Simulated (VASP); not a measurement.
A run of VASP 6.6.1 is set up as follows.

The input INCAR:

```
SYSTEM = NbAs
PREC     = Accurate       ! precision mode
ENCUT    = 600            ! plane-wave cutoff, eV
EDIFF    = 1E-7           ! SCF threshold, eV
ISMEAR   = 0              ! smearing method
SIGMA    = 0.1            ! smearing width, eV
LREAL    = .False.        ! projectors in reciprocal space
LASPH    = .True.         ! aspherical terms in the spheres
NELM     = 100            ! most SCF steps
ALGO     = Fast           ! electronic algorithm
ISIF     = 3              ! what is computed and relaxed
LWAVE    = .False.        ! write WAVECAR
LCHARG   = .False.        ! write CHGCAR
GGA      = PE             ! functional
IBRION   = 2              ! ionic algorithm
NSW      = 100            ! ionic steps
EDIFFG   = -0.01          ! ionic threshold
```

File KPOINTS:

```
regular mesh
0
Gamma
  15 15 6
  0 0 0
```

The input POSCAR:

```
NbAs
1.0
    3.4235354768      0.0000000000      0.0000000000
   -1.7117677384      2.9648686937      0.0000000000
    0.0000000000      0.0000000000      8.3044421314
Nb As
2 2
Direct
    0.3333333333      0.6666666667      0.3385547853
    0.6666666667      0.3333333333      0.8385547853
    0.3333333333      0.6666666667      0.0345801447
    0.6666666667      0.3333333333      0.5345801447
```

Potentials or basis: VASP PAW PBE potentials, release 64 (Nb_sv, As).

Launch:

```bash
$ cat potpaw_PBE.64/Nb_sv/POTCAR potpaw_PBE.64/As/POTCAR > POTCAR
$ mpirun -np 1 vasp_std > vasp.out
```

Task: What does it give for the space group after relaxing (to 0.05 Å)?

Result: P6_3mc (No. 186).

Task: Predict the relaxed cell.

Result: a = 3.404 Å, b = 3.404 Å, c = 8.348 Å, α = 90.00°, β = 90.00°, γ = 120.00°.

Task: What does it give for the relaxed volume?

Result: 20.94 Å³/atom.

The path:
| step | energy change (eV) | largest force (eV/Å) | pressure (GPa) | volume (Å³) |
| --- | --- | --- | --- | --- |
| 1 | 0.0000 | 0.0008 | -0.07 | 84.29 |
| 2 | -0.0003 | 0.0338 | -0.01 | 84.18 |
| 3 | 0.0118 | 0.0281 | 0.05 | 84.10 |
| 4 | -0.0001 | 0.1040 | 0.11 | 83.95 |
| 5 | 0.1861 | 0.0697 | 0.14 | 84.06 |
| 6 | -0.0004 | 0.0657 | -0.11 | 84.04 |
| 7 | -0.0004 | 0.0677 | 0.02 | 84.04 |
| 8 | -0.0005 | 0.0553 | 0.01 | 84.05 |
| 9 | -0.0006 | 0.0177 | -0.05 | 84.06 |
| 10 | -0.0006 | 0.0040 | -0.07 | 84.07 |
| 11 | -0.0007 | 0.0042 | -0.05 | 84.04 |
| 12 | -0.0007 | 0.0035 | 0.00 | 83.98 |
| 13 | -0.0007 | 0.0022 | 0.13 | 83.85 |
| 14 | -0.0007 | 0.0019 | 0.12 | 83.84 |
| 15 | -0.0008 | 0.0011 | 0.11 | 83.82 |
| 16 | -0.0008 | 0.0007 | 0.10 | 83.78 |
| 17 | -0.0008 | 0.0043 | 0.06 | 83.71 |
| 18 | -0.0008 | 0.0035 | 0.07 | 83.72 |
| 19 | -0.0009 | 0.0027 | 0.04 | 83.76 |
